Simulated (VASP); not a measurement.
Write the native input for VASP 6.6.1 that does the following.

```yaml
Task: single point
Functional: LDA
Potentials_or_basis: VASP PAW LDA potentials, release 64 (Cd)
Cutoff: 520 eV
k_mesh: 18 × 18 × 18
Occupations: fermi-dirac, width 0.1 eV
Spin: no spin polarisation
Dipole_correction: no
Further_INCAR_settings: ALGO = Normal; EDIFF = 1e-06; NBANDS = 12
```

The structure of Cd lies in POSCAR:

```
Cd
1.0
    2.8523884956      0.0000000000      0.0000000000
    0.0000000000      2.8523884956      0.0000000000
    0.0000000000      0.0000000000      2.8523884956
Cd
1
Direct
    0.0000000000      0.0000000000      0.0000000000
```

This isn't the form of Cd at room conditions, which is hcp.

These files were run (other wordings do the same):

INCAR

```
SYSTEM = Cd
ALGO = Normal
EDIFF = 1E-6
ENCUT = 520
GGA = CA
ISIF = 2
ISMEAR = -1
LASPH = .TRUE.
LCHARG = .TRUE.
LELF = .TRUE.
LREAL = .FALSE.
LVHAR = .TRUE.
LWAVE = .FALSE.
NBANDS = 12
NELM = 100
PREC = Accurate
SIGMA = 0.1
```

KPOINTS

```
k-points
0
G
  18 18 18
  0 0 0
```

Potentials or basis: VASP PAW LDA potentials, release 64 (Cd).

Command:

```console
$ cat potpaw_LDA.64/Cd/POTCAR > POTCAR
$ mpirun -np 1 vasp_std > vasp.out
```

Results of the run:

The pressure is 0.7 GPa and the band gap on the k mesh is none (metal or under the smearing width).

It took 21 s on 1 thread of AMD EPYC 9R45 (Zen 5), on a shared host, peak memory 0.14 GiB.
